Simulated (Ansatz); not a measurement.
## How far is PAW off for BaTiO₃?

```yaml
crystal:
  lattice:
    - [4.00730, 0.00000, 0.00000]
    - [0.00000, 4.00730, 0.00000]
    - [0.00000, 0.00000, 3.92715]
  atoms:
    - { symbol: Ba, position: [0.50000, 0.50000, 0.50000] }
    - { symbol: Ti, position: [0.00000, 0.00000, 0.00000] }
    - { symbol: O, position: [0.50000, 0.00000, 0.00000] }
    - { symbol: O, position: [0.00000, 0.50000, 0.00000] }
    - { symbol: O, position: [0.00000, 0.00000, 0.50000] }
```

Atoms are numbered in the order listed.

The cell is COD entry 1507757, as deposited and not checked against the literature; nothing was relaxed. The listed cell was then made from it by scaling, straining or moving an atom.

Spin–orbit coupling is left out, though it moves levels of the heavy atoms by tenths of an eV or more.

All numbers are computed: DFT, PBE, PAW with Ansatz's default frozen-core files, scalar-relativistic (Ansatz 0.2.0); DFT, PBE, all-electron PAW with datasets made for the crystal, scalar-relativistic (Ansatz 0.2.0); DFT, PBE, all-electron LAPW, scalar-relativistic (Ansatz 0.2.0).

For PAW: a Γ-centred 8×8×8 k mesh, Fermi–Dirac smearing of 0.05 eV, cutoff 420 eV, no spin polarisation. The crystal-made all-electron datasets (AE datasets) take a cutoff of 560 eV at this cell. LAPW targets a basis error of 1 meV/atom. The Ansatz runs share mesh, smearing and spin set-up. Plane-wave (PAW) pressures include the program's estimate of the Pulay term.

Stress and pressure are positive in compression.

No spin–orbit coupling: at heavy atoms the gradients can be off by tens of per cent for that reason.

```
                             quantity    PAW  AE datasets   LAPW
                       pressure (GPa)   5.17         5.18   5.18
                      stress xx (GPa)   3.75         3.76   3.76
                      stress zz (GPa)   8.02         8.02   8.02
                        band gap (eV)  1.803        1.797  1.796
field gradient Vzz at Ba1 (10²¹ V/m²)  -0.20        -0.20      –
field gradient Vzz at Ti2 (10²¹ V/m²)  -1.91        -1.87      –
 field gradient Vzz at O3 (10²¹ V/m²)   2.73         2.64      –
 field gradient Vzz at O5 (10²¹ V/m²)   1.81         1.73      –
```

PAW's pressure differs from the LAPW value by about 0.01 GPa or less. Datasets made for the crystal and LAPW share parts of one code, so their agreement isn't an independent check.
